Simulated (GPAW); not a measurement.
Input of a GPAW 26.7.0 run:

File run.py:

```python
from ase import Atoms
from ase.dft.bandgap import bandgap
from ase.io import write
from ase.units import GPa
from gpaw import GPAW, PW

atoms = Atoms(['Ti', 'C'],
              cell=[[0.0, 2.1657188437, 2.1657188437],
                    [2.1657188437, 0.0, 2.1657188437],
                    [2.1657188437, 2.1657188437, 0.0]],
              scaled_positions=[[0.0, 0.0, 0.0],
                                [0.5, 0.5, 0.5]],
              pbc=True)

calc = GPAW(mode=PW(800),
            xc='PBE',
            kpts={'size': (11, 11, 11), 'gamma': True},
            occupations={'name': 'fermi-dirac', 'width': 0.05},
            nbands=18,
            convergence={'density': 1e-05, 'energy': 1e-05},
            maxiter=150,
            txt='gpaw.txt')
atoms.calc = calc
energy = atoms.get_potential_energy()
forces = atoms.get_forces()
stress = atoms.get_stress()
calc.write('gs.gpw')
write('result.traj', atoms)
print(f'Energy: {energy:.6f} eV')
print('Forces (eV/A):')
print(forces.round(4))
print('Stress (GPa):', (stress / GPa).round(3))
print('Fermi level:', round(calc.get_fermi_level(), 4), 'eV')
print(f'Gap: {bandgap(calc)[0]:.4f} eV, direct: {bandgap(calc, direct=True)[0]:.4f} eV')

path = atoms.cell.bandpath('GXWKGLUWLK,UX', npoints=100, eps=1e-4)
bs_calc = calc.fixed_density(kpts=path, symmetry='off', nbands=27,
                             convergence={'bands': 'CBM+6.0', 'eigenstates': 1e-6}, txt='bands.txt')
bs = bs_calc.band_structure()
bs.write('bs.json')
print(f'Gap on the path: {bandgap(bs_calc)[0]:.4f} eV')
```

Potentials or basis: GPAW PAW data sets (gpaw-data 1.2.1), pw.

Command:

```bash
$ OMP_NUM_THREADS=1 python run.py
```

(1) Predict the pressure.

(2) Estimate the band gap along the path.

## Answers

(1) 0.9 GPa.

(2) none (metal or under the smearing width).
